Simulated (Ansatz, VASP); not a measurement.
**Lu: VASP beside Ansatz**

```
Lu
1.0
     0.00000    2.33988    2.33988
     2.33988    0.00000    2.33988
     2.33988    2.33988    0.00000
Lu
1
Direct
  0.00000 0.00000 0.00000
```

Alike in both runs: functional LDA; k mesh 11 × 11 × 11; occupations fermi-dirac, width 0.1 eV; no spin polarisation.

Ansatz relaxed the structure, and its values are those at the end. VASP's run is a single point on that final structure, the one shown.

```csv
,VASP,Ansatz
version,VASP 6.6.1,Ansatz 0.2.0
potentials or method,"VASP PAW PBE potentials, release 64 (Lu)","plane waves (420 eV) with PAW, scalar-relativistic"
plane-wave cutoff (eV),520,420
valence electrons in the cell,25,25
```

Ansatz gave:

```
pressure (GPa) : 0.0
```

**Question.** What did VASP give for the same quantities?

**Answer.** Pressure (GPa): 0.2.

Ansatz warned: «pseudo_functional_mismatch».

Caveats: the PAW data sets were made with another functional, which shifts forces and pressure a little (VASP). The runs have no spin-orbit coupling, so splittings on Lu are missing.
